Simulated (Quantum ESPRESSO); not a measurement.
# Al (P6/mmm) in Quantum ESPRESSO: further runs, part 3 of 3

Quantum ESPRESSO 7.5.

## (7) Phonons, PBE

The input, pw.in:

```
&CONTROL
  calculation = 'scf'
  prefix = 'pwscf'
  outdir = './tmp'
  pseudo_dir = './pseudo'
  tprnfor = .true.
  tstress = .true.
  disk_io = 'low'
/
&SYSTEM
  ibrav = 0
  celldm(1) = 8
  nat = 2
  ntyp = 1
  ecutwfc = 55
  ecutrho = 440
  nbnd = 8
  occupations = 'smearing'
  smearing = 'mv'
  degauss = 0.01469973
/
&ELECTRONS
  conv_thr = 4d-10
  electron_maxstep = 120
  mixing_beta = 0.5
/
ATOMIC_SPECIES
Al    26.9815 Al.pbe-n-kjpaw_psl.1.0.0.UPF
CELL_PARAMETERS alat
  1.0740093078275   0.0000000000000   0.0000000000000
 -0.5370058349926   0.9301184742255   0.0000000000000
  0.0000000000000   0.0000000000000   0.6505216832988
ATOMIC_POSITIONS crystal
Al     0.3333300000    0.6666700000    0.5000000000
Al     0.6666700000    0.3333300000    0.5000000000
K_POINTS automatic
7 7 10 0 0 0
```

The input, scf2.in:

```
&CONTROL
  calculation = 'scf'
  prefix = 'pwscf'
  outdir = './tmp'
  pseudo_dir = './pseudo'
  tprnfor = .true.
  tstress = .true.
  disk_io = 'low'
/
&SYSTEM
  ibrav = 0
  celldm(1) = 8
  nat = 2
  ntyp = 1
  ecutwfc = 55
  ecutrho = 440
  nbnd = 8
  occupations = 'smearing'
  smearing = 'mv'
  degauss = 0.01469973
/
&ELECTRONS
  conv_thr = 1d-13
  electron_maxstep = 120
  mixing_beta = 0.5
  startingpot = 'file'
  startingwfc = 'file'
/
ATOMIC_SPECIES
Al    26.9815 Al.pbe-n-kjpaw_psl.1.0.0.UPF
CELL_PARAMETERS alat
  1.0740093078275   0.0000000000000   0.0000000000000
 -0.5370058349926   0.9301184742255   0.0000000000000
  0.0000000000000   0.0000000000000   0.6505216832988
ATOMIC_POSITIONS crystal
Al     0.3333300000    0.6666700000    0.5000000000
Al     0.6666700000    0.3333300000    0.5000000000
K_POINTS automatic
7 7 10 0 0 0
```

The input, ph.in:

```
phonons of Al
&INPUTPH
  prefix = 'pwscf'
  outdir = './tmp'
  tr2_ph = 1d-18
  fildyn = 'dyn'
  niter_ph = 90
  alpha_mix(1) = 0.4
/
0.0000000000 0.0000000000 0.0000000000
```

The input, dynmat.in:

```
&INPUT
  fildyn = 'dyn'
  asr = 'crystal'
  filout = 'dynmat.disp'
  fileig = 'dynmat.eig'
/
```

Potentials or basis: SSSP 1.3 efficiency PBE.

On the command line:

```
$ OMP_NUM_THREADS=1 pw.x -in pw.in > pw.out
$ OMP_NUM_THREADS=1 pw.x -in scf2.in > scf2.out
$ OMP_NUM_THREADS=1 ph.x -in ph.in > ph.out
$ OMP_NUM_THREADS=1 dynmat.x -in dynmat.in > dynmat.out
```

pw.out:

```text
This program is part of the open-source Quantum ESPRESSO suite
     for quantum simulation of materials; please cite
         "P. Giannozzi et al., J. Phys.:Condens. Matter 21 395502 (2009);
         "P. Giannozzi et al., J. Phys.:Condens. Matter 29 465901 (2017);
         "P. Giannozzi et al., J. Chem. Phys. 152 154105 (2020);
     in publications or presentations arising from this work. More details at

     file Al.pbe-n-kjpaw_psl.1.0.0.UPF: wavefunction(s)  3S 3P renormalized
     Message from routine setup:
     using ibrav=0 with symmetry is DISCOURAGED, use correct ibrav instead

     G-vector sticks info
     --------------------
     sticks:   dense  smooth     PW     G-vecs:    dense   smooth      PW
     Sum        2233    1123    349                51899    18295    3205

     Using Slab Decomposition

     bravais-lattice index     =            0
     lattice parameter (alat)  =       8.0000  a.u.
     unit-cell volume          =     332.7193 (a.u.)^3
     number of atoms/cell      =            2
     number of atomic types    =            1
     number of electrons       =         6.00
     number of Kohn-Sham states=            8
     kinetic-energy cutoff     =      55.0000  Ry
     charge density cutoff     =     440.0000  Ry
     scf convergence threshold =      4.0E-10
     mixing beta               =       0.5000
     number of iterations used =            8  plain     mixing
     Exchange-correlation= SLA  PW   PBX  PBC
                           (   1   4   3   4   0   0   0)

     celldm(1)=   8.000000  celldm(2)=   0.000000  celldm(3)=   0.000000
     celldm(4)=   0.000000  celldm(5)=   0.000000  celldm(6)=   0.000000

     crystal axes: (cart. coord. in units of alat)
               a(1) = (   1.074009   0.000000   0.000000 )
               a(2) = (  -0.537006   0.930118   0.000000 )
               a(3) = (   0.000000   0.000000   0.650522 )

     reciprocal axes: (cart. coord. in units 2 pi/alat)
               b(1) = (  0.931091  0.537567 -0.000000 )
               b(2) = (  0.000000  1.075132  0.000000 )
               b(3) = (  0.000000 -0.000000  1.537228 )

     PseudoPot. # 1 for Al read from file:
     Al.pbe-n-kjpaw_psl.1.0.0.UPF
     Pseudo is Projector augmented-wave + core cor, Zval =  3.0
     Generated using "atomic" code by A. Dal Corso  v.5.1
     Shape of augmentation charge: PSQ
     Using radial grid of 1135 points,  6 beta functions with:
                l(1) =   0
                l(2) =   0
                l(3) =   1
                l(4) =   1
                l(5) =   2
                l(6) =   2
     Q(r) pseudized with 0 coefficients

     atomic species   valence    mass     pseudopotential
     Al                3.00    26.98150     Al( 1.00)

      4 Sym. Ops., with inversion, found

   Cartesian axes

     site n.     atom                  positions (alat units)
         1        Al     tau(   1) = (  -0.0000062   0.6200821   0.3252608  )
         2        Al     tau(   2) = (   0.5370096   0.3100364   0.3252608  )

     number of k points=   150  Marzari-Vanderbilt smearing, width (Ry)=  0.0147

     Number of k-points >= 100: set verbosity='high' to print them.

     Dense  grid:    51899 G-vectors     FFT dimensions: (  60,  60,  36)

     Smooth grid:    18295 G-vectors     FFT dimensions: (  45,  45,  25)

     Initial potential from superposition of free atoms

     starting charge       5.9954, renormalised to       6.0000
     Starting wfcs are    8 randomized atomic wfcs

     Self-consistent Calculation

     iteration #  1     ecut=    55.00 Ry     beta= 0.50
     Davidson diagonalization with overlap
     ethr =  1.00E-02,  avg # of iterations =  6.3

     Threshold (ethr) on eigenvalues was too large:
     Diagonalizing with lowered threshold

     Davidson diagonalization with overlap
     ethr =  2.34E-04,  avg # of iterations =  4.2

     total energy              =     -78.93335796 Ry
     estimated scf accuracy    <       0.01479345 Ry

     iteration #  2     ecut=    55.00 Ry     beta= 0.50
     Davidson diagonalization with overlap
     ethr =  2.47E-04,  avg # of iterations =  1.0

     total energy              =     -78.93333991 Ry
     estimated scf accuracy    <       0.00324372 Ry

     iteration #  3     ecut=    55.00 Ry     beta= 0.50
     Davidson diagonalization with overlap
     ethr =  5.41E-05,  avg # of iterations =  2.6

     total energy              =     -78.93340041 Ry
     estimated scf accuracy    <       0.00002524 Ry

     iteration #  4     ecut=    55.00 Ry     beta= 0.50
     Davidson diagonalization with overlap
     c_bands:  1 eigenvalues not converged
     ethr =  4.21E-07,  avg # of iterations =  6.5

     total energy              =     -78.93340672 Ry
     estimated scf accuracy    <       0.00000066 Ry

     iteration #  5     ecut=    55.00 Ry     beta= 0.50
     Davidson diagonalization with overlap
     ethr =  1.09E-08,  avg # of iterations =  2.2

     total energy              =     -78.93340695 Ry
     estimated scf accuracy    <       0.00000007 Ry

     iteration #  6     ecut=    55.00 Ry     beta= 0.50
     Davidson diagonalization with overlap
     ethr =  1.10E-09,  avg # of iterations =  2.0

     total energy              =     -78.93340697 Ry
     estimated scf accuracy    <          5.3E-09 Ry

     iteration #  7     ecut=    55.00 Ry     beta= 0.50
     Davidson diagonalization with overlap
     ethr =  8.82E-11,  avg # of iterations =  2.5

     End of self-consistent calculation

     Number of k-points >= 100: set verbosity='high' to print the bands.

     the Fermi energy is     3.8680 ev

!    total energy              =     -78.93340697 Ry
     total all-electron energy =      -971.218970 Ry
     estimated scf accuracy    <          3.2E-10 Ry
     smearing contrib. (-TS)   =       0.00018527 Ry
     internal energy E=F+TS    =     -78.93359224 Ry

     The total energy is F=E-TS. E is the sum of the following terms:
     one-electron contribution =       3.79496187 Ry
     hartree contribution      =       0.44179366 Ry
     xc contribution           =      -4.97883818 Ry
     ewald contribution        =      -8.81652313 Ry
     one-center paw contrib.   =     -69.37498646 Ry

     convergence has been achieved in   7 iterations

     Forces acting on atoms (cartesian axes, Ry/au):

     atom    1 type  1   force =     0.00001030   -0.00000624    0.00000000
     atom    2 type  1   force =    -0.00001030    0.00000624    0.00000000

     Total force =     0.000017     Total SCF correction =     0.000001

     Computing stress (Cartesian axis) and pressure

          total   stress  (Ry/bohr**3)                   (kbar)     P=       -0.95
   0.00001139   0.00000007   0.00000000            1.68        0.01        0.00
   0.00000007   0.00001147   0.00000000            0.01        1.69        0.00
   0.00000000   0.00000000  -0.00004232            0.00        0.00       -6.23

=------------------------------------------------------------------------------=
   JOB DONE.
=------------------------------------------------------------------------------=
```

Run time: 7.3 min. Hardware: 1 thread of Arm Neoverse V2, shared host; peak memory 0.25 GiB.

Results:

| Item | Value |
| --- | --- |
| Free energy | -1073.9437 eV |
| Pressure after relaxing | -0.1 GPa |
| Band gap on the k mesh | none (metal or under the smearing width) |
| Highest phonon frequency at Γ | 340 cm⁻¹ |
| Most unstable mode | 153i cm⁻¹ |

Phonon frequencies in cm⁻¹ (negative: imaginary):
```tsv
q point	frequencies
(0.000, 0.000, 0.000)	-153 -1 -1 0 340 340
```

Optical modes at Γ, degenerate ones joined:
| cm⁻¹ | components | symmetry | active in |
| --- | --- | --- | --- |
| 153i | 1 | Bg | Raman |
| 340 | 2 | Ag | Raman |

Caveat: the mesh is thin for the phonons of a metal; some modes are imaginary.

## (8) Overview

| potentials or basis | cutoff (eV) | gap on the mesh (eV) | pressure (GPa) |
| --- | --- | --- | --- |
| PseudoDojo 0.4.1 SR PBE standard | 544 | none | -0.2 |
| PseudoDojo 0.4 SR PBE stringent | 544 | none | -0.2 |
| SPMS 1.0 PBE | 544 | none | -0.2 |
| GBRV 1.5 PBE | 612 | none | -0.2 |
| JTH 2.0 PBE | 707 | none | -0.1 |
| SSSP 1.3 efficiency PBE | 748 | none | -0.1 |

Alike in all rows: task phonons; level PBE; no spin polarisation; cell relaxed; k mesh 7 × 7 × 10; smearing cold 0.2 eV.

Caveats: the mesh is thin for the phonons of a metal; some modes are imaginary.

Total energies depend on the potentials used, so only differences within one code and one set of settings carry meaning.
